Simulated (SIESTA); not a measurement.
Runs of SIESTA 5.4.2 on PbS (Galena). The structure is cubic, space group Fm-3m (No. 225). The conventional cell has a = 5.931 Å, b = 5.931 Å, c = 5.931 Å, α = 90.00°, β = 90.00°, γ = 90.00°. Pb (site symmetry m-3m) has 6 S at 2.97 Å as nearest neighbours. S (site symmetry m-3m) has 6 Pb at 2.97 Å as nearest neighbours. 

```tsv
task	level	potentials or basis	k mesh	broadening (eV)	window to (eV)	polarisation	direction	optical mesh offset	gap on the mesh (eV)	pressure (GPa)
band structure	PBE	PseudoDojo 0.4 standard (PBE files), DZ (energy shift 0.003 Ry; two zetas on semicore shells)	8 × 8 × 8	-	-	-	-	-	0.61	4.7
band structure	PBE	PseudoDojo 0.4 standard (PBE files), TZP (energy shift 0.003 Ry; two zetas on semicore shells)	8 × 8 × 8	-	-	-	-	-	(b)	(c)
band structure	LDA	PseudoDojo 0.4 standard (LDA files), DZP (energy shift 0.003 Ry; two zetas on semicore shells)	8 × 8 × 8	-	-	-	-	-	0.30	-1.8
optical spectrum	PBE	PseudoDojo 0.4 standard (PBE files), DZP (energy shift 0.003 Ry; two zetas on semicore shells)	6 × 6 × 6	0.2 eV	40 eV	unpolarized	0.0 0.0 1.0	true	0.41	3.0
band structure	PBE	SG15 1.2 (PBE files) or PseudoDojo by element, DZP (energy shift 0.003 Ry; two zetas on semicore shells)	8 × 8 × 8	-	-	-	-	-	0.40	3.0
band structure	PBE	PseudoDojo 0.4 standard (PBE files), DZP (energy shift 0.003 Ry; two zetas on semicore shells)	8 × 8 × 8	-	-	-	-	-	0.41	3.0
band structure	BLYP	PseudoDojo 0.4 standard (PBE files), DZP (energy shift 0.003 Ry; two zetas on semicore shells)	8 × 8 × 8	-	-	-	-	-	(a)	6.8
```

Alike in all rows: no spin polarisation; cell as given; smearing fermi-dirac 0.05 eV; grid cutoff 500 Ry; energy shift 0.003 Ry.

Question: Fill in the values left out.

Answer: (a) 0.53; (b) 0.43; (c) 2.5.

Caveats: spin-orbit coupling is left out, which as a rule narrows the gap of such compounds by several tenths of an eV; the basis of atomic orbitals isn't converged, which shifts pressures, moduli and gaps; the basis has no polarisation orbitals (some runs); the basis holds too few empty states to meet the f-sum rule, so the spectrum is short of weight at high energy (some runs); spectra need much finer meshes, so this one isn't converged (some runs); independent-particle spectra lack excitons (some runs); the potentials were made for another functional, which shifts forces and pressure (some runs).

A k mesh can miss the band edges, and the runs leave out spin-orbit coupling on Pb.
